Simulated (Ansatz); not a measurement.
GaSb:

```
Sb Ga
1.0
     0.00000    3.05900    3.05900
     3.05900    0.00000    3.05900
     3.05900    3.05900    0.00000
Sb Ga
1 1
Direct
  0.75000 0.75000 0.75000
  0.00000 0.00000 0.00000
```

```yaml
Program: Ansatz 0.2.0
Task: relaxation of cell and atoms
Functional: PBE
Potentials_or_basis: Ansatz PAW
Cutoff: "420 eV (not typed: the program's choice for these potentials)"
k_mesh: 8 × 8 × 8
Occupations: fermi-dirac, width 0.05 eV
Spin: no spin polarisation
```

At the start: volume 28.62 Å³/atom.

Q: Where does the relaxation end?

A: It ends after 6 steps and the volume is 30.00 Å³/atom (+4.8 %); space group F-43m (No. 216, to 0.05 Å).

Step by step:
| step | energy change (eV) | largest force (eV/Å) | volume (Å³) |
| --- | --- | --- | --- |
| 1 | 0.0000 | 0.0000 | 57.25 |
| 2 | -0.0173 | 0.0000 | 60.77 |
| 3 | -0.0187 | 0.0000 | 60.07 |
| 4 | -0.0193 | 0.0000 | 60.07 |
| 5 | -0.0193 | 0.0000 | 60.00 |
| 6 | -0.0193 | 0.0000 | 60.00 |

Final structure:
```yaml
crystal:
  lattice:
    - [0.00000, 3.10731, 3.10731]
    - [3.10731, 0.00000, 3.10731]
    - [3.10731, 3.10731, 0.00000]
  atoms:
    - { symbol: Sb, position: [0.75000, 0.75000, 0.75000] }
    - { symbol: Ga, position: [0.00000, 0.00000, 0.00000] }
```

Caveat: the plane-wave basis is chosen anew once the cell has moved, so the energies of steps on either side of that aren't comparable.
